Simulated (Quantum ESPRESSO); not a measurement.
Ge:

```
CELL_PARAMETERS angstrom
-2.57449 2.57449 1.39741
2.57449 -2.57449 1.39741
2.57449 2.57449 -1.39741
ATOMIC_POSITIONS crystal
Ge 0.50000 0.50000 0.00000
Ge 0.25000 0.75000 0.50000
```

This isn't the form of Ge at room conditions, which is diamond.

Base run:

| Item | Value |
| --- | --- |
| Program | Quantum ESPRESSO 7.5 |
| Functional | LDA |
| Potentials or basis | GBRV 1.5 LDA |
| Cutoff | 612 eV |
| Density cutoff | 4898 eV |
| k mesh | 11 × 11 × 11 |
| Occupations | fermi-dirac, width 0.05 eV |
| Spin | no spin polarisation |

Its results: band gap on the k mesh none (metal or under the smearing width); pressure -2.7 GPa.

Task: The run is repeated on the same cell with these changes: functional from LDA to PBEsol; potentials or basis from GBRV 1.5 LDA to GBRV 1.5 PBEsol. What comes out?

Result: Band gap on the k mesh none (metal or under the smearing width); pressure -0.8 GPa.
